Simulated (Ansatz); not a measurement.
A (111) slab of CoO (Fm-3m (No. 225)), 10 planes, outer planes Co (top) and O (bottom), with 10 atoms (Co5O5) in a surface cell of A = 7.518 Å², as cut from the bulk:

```
CELL_PARAMETERS angstrom
2.94645 0.00000 0.00000
-1.47323 2.55170 0.00000
0.00000 0.00000 25.82596
ATOMIC_POSITIONS crystal
O 0.33333 0.66667 0.29041
Co 0.66667 0.33333 0.33698
O 0.00000 0.00000 0.38356
Co 0.33333 0.66667 0.43014
O 0.66667 0.33333 0.47671
Co 0.00000 0.00000 0.52329
O 0.33333 0.66667 0.56986
Co 0.66667 0.33333 0.61644
O 0.00000 0.00000 0.66302
Co 0.33333 0.66667 0.70959
```

Method: DFT PBEsol, scalar-relativistic, plane waves, PAW in Ansatz. Settings: cutoff 420 eV, Γ-centred mesh 12×12×1 on the computed 10-atom cell, Gaussian smearing of 0.10 eV; collinear spin from starting moments 0.32 2.57 0.32 2.57 0.32 2.57 0.32 2.57 0.32 2.57 μB. The cell repeats along c with a dipole correction in the vacuum.

Against the same 10 atoms in the bulk, the slab as cut lies 1.673 eV higher and the relaxed slab 0.545 eV higher.

Q: Work out the surface energy before and after relaxation.

A: The slab has two faces, so γ = (E_slab − N·E_bulk)/(2A), the mean of both. As cut: 1.673/(2 × 7.518) = 0.1113 eV/Å², and 1 eV/Å² = 16.02 J/m², so γ = 1.78 J/m². Relaxed: 0.545/(2 × 7.518) = 0.0362 eV/Å² = 0.58 J/m². Relaxation recovers 67 % of the cost of cutting.

Q: What is the ideal work of this cut, per area?

A: Griffith's ideal work is 2γ: 3.56 J/m² if the new faces stay rigid, 1.16 J/m² if they relax. One thickness was run, 10 planes, so γ can still shift with it.

The state reached may not be the lowest one. The program reads another magnetic order as possibly lower. Moments started parallel, and an antiferromagnetic order may lie lower. Semilocal functionals without U can misjudge the magnetic state of such a slab.